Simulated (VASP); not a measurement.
# Si: relaxed cell and band gap, by functional

Si, Fd-3m (no. 227), 2 atoms in the cell.

| Functional | Volume (Å³/atom) | Change from the starting volume (fraction) | Gap, path and mesh (eV) | Time (s) |
|---|---|---|---|---|
| OPTX + LYP (libxc) | 20.39 | 0.011 | 0.81 | 105 |
| Wu-Cohen (libxc) | 20.06 | -0.005 | 0.47 | 94 |
| HCTH/407 (libxc) | 20.29 | 0.006 | 0.95 | 92 |
| PBEint (libxc) | 20.21 | 0.002 | 0.48 | 93 |
| HTBS (libxc) | 20.25 | 0.004 | 0.48 | 96 |
| B86 with PBE correlation (libxc) | 20.63 | 0.023 | 0.67 | 98 |
| PW91 (libxc) | 20.42 | 0.013 | 0.63 | 100 |
| N12 (libxc) | 19.27 | -0.044 | 0.68 | 143 |

## Input of the first row

INCAR.step1:
```
ALGO = Normal
EDIFF = 1E-7
EDIFFG = -0.005
ENCUT = 600
GGA = LIBXC
GGA_COMPAT = False
IBRION = 2
ISIF = 3
ISMEAR = 0
LASPH = True
LCHARG = False
LIBXC1 = GGA_X_OPTX
LIBXC2 = GGA_C_LYP
LREAL = False
LWAVE = False
NELM = 150
NSW = 60
PREC = Accurate
SIGMA = 0.02
```

INCAR.step2, as INCAR.step1 but for:
```
- NSW = 60
+ NSW = 40
```

INCAR.step3, as INCAR.step2 but for:
```
- EDIFFG = -0.005
- IBRION = 2
- ISIF = 3
- NSW = 40
+ ISIF = 2
+ NBANDS = 11
```

KPOINTS:
```
k-points
0
Gamma
  7 7 7
```

KPOINTS_OPT:
```
path GXWKGLUWLK,UX
8
line-mode
reciprocal
 0.0000000000  0.0000000000  0.0000000000  G
 0.5000000000  0.0000000000  0.5000000000  X

 0.5000000000  0.0000000000  0.5000000000  X
 0.5000000000  0.2500000000  0.7500000000  W

 0.5000000000  0.2500000000  0.7500000000  W
 0.3750000000  0.3750000000  0.7500000000  K

 0.3750000000  0.3750000000  0.7500000000  K
 0.0000000000  0.0000000000  0.0000000000  G

 0.0000000000  0.0000000000  0.0000000000  G
 0.5000000000  0.5000000000  0.5000000000  L

 0.5000000000  0.5000000000  0.5000000000  L
 0.6250000000  0.2500000000  0.6250000000  U

 0.6250000000  0.2500000000  0.6250000000  U
 0.5000000000  0.2500000000  0.7500000000  W

 0.5000000000  0.2500000000  0.7500000000  W
 0.5000000000  0.5000000000  0.5000000000  L

 0.5000000000  0.5000000000  0.5000000000  L
 0.3750000000  0.3750000000  0.7500000000  K

 0.6250000000  0.2500000000  0.6250000000  U
 0.5000000000  0.0000000000  0.5000000000  X
```

POSCAR.step1:
```
Si
1.0
    0.0000000000      2.7218511865      2.7218511865
    2.7218511865      0.0000000000      2.7218511865
    2.7218511865      2.7218511865      0.0000000000
Si
2
Direct
    0.5000000000      0.5000000000      0.5000000000
    0.7500000000      0.7500000000      0.7500000000
```

Commands (each step's output is kept before the next begins):
```
cat potpaw_PBE.64/Si/POTCAR > POTCAR
cp INCAR.step1 INCAR
cp POSCAR.step1 POSCAR
mpirun -np 1 vasp_std > vasp.out
cp CONTCAR POSCAR
rm WAVECAR CHG
cp INCAR.step2 INCAR
mpirun -np 1 vasp_std > vasp.out
cp CONTCAR POSCAR
rm WAVECAR CHG
cp INCAR.step3 INCAR
mpirun -np 1 vasp_std > vasp.out
```

Changes of the last row against the first:
```
(all steps)
- LIBXC1 = GGA_X_OPTX
- LIBXC2 = GGA_C_LYP
+ LIBXC1 = GGA_X_N12
+ LIBXC2 = GGA_C_N12
```

VASP 6.6.1 took 105 s on 1 core (AMD EPYC 7571), a shared host.
